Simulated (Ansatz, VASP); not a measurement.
Rh: VASP beside Ansatz

The input INCAR:

```
PREC = Accurate
ENCUT = 520
EDIFF = 1E-6
ISMEAR = 0
SIGMA = 0.15
LREAL = False
LASPH = True
NELM = 100
ALGO = Fast
ISIF = 2
LWAVE = False
LCHARG = False
GGA = PE
NBANDS = 14
```

The input KPOINTS:

```
Automatic mesh
0
Gamma
  22 22 22
```

POSCAR

```
Rh
1.0
    0.0000000000      2.0646311916      1.9112290941
    2.0646311916      0.0000000000      1.9112290941
    2.0646311916      2.0646311916      0.0000000000
Rh
1
Direct
    0.0000000000      0.0000000000      0.0000000000
```

Input for Ansatz:

```yaml
crystal:
  lattice:
    - [0.0, 2.0646311916, 1.9112290941]
    - [2.0646311916, 0.0, 1.9112290941]
    - [2.0646311916, 2.0646311916, 0.0]
  atoms:
    - { symbol: Rh, position: [0.0, 0.0, 0.0] }
basis:
  ecutwfc: 420
kpoints:
  mp_grid: { grid: [22, 22, 22] }
hamiltonian:
  xc: pbe
  pseudopotentials: { kind: paw, azcp: { folder: soft_1 } }
scf:
  occupations: { method: gaussian, width: 0.15 }
output:
  forces: true
  stress: true
  eigenvalues: true
```

Alike in both runs: task single point; functional PBE; k mesh 22 × 22 × 22; occupations gaussian, width 0.15 eV; no spin polarisation.

```csv
,VASP,Ansatz
version,VASP 6.6.1,Ansatz 0.2.0
potentials or method,"VASP PAW PBE potentials, release 64 (Rh_pv)","scalar-relativistic, plane waves, PAW"
plane-wave cutoff (eV),520,420
valence electrons in the cell,15,17
```

```csv
,VASP,Ansatz,Ansatz less VASP
gap on the k mesh at the Fermi level (eV),none,none,-
pressure (GPa),-25.2,-25.1,+0.06
largest component of the traceless stress (GPa),6.88,6.89,+0.017
```

A gap of «none» marks a metal or a gap that the smearing closes. The two sets of potentials don't hold the same shells in valence.

Caveats: so large a pressure means that the cell lies far from this level's equilibrium, or that cutoff or potentials fall short (VASP).
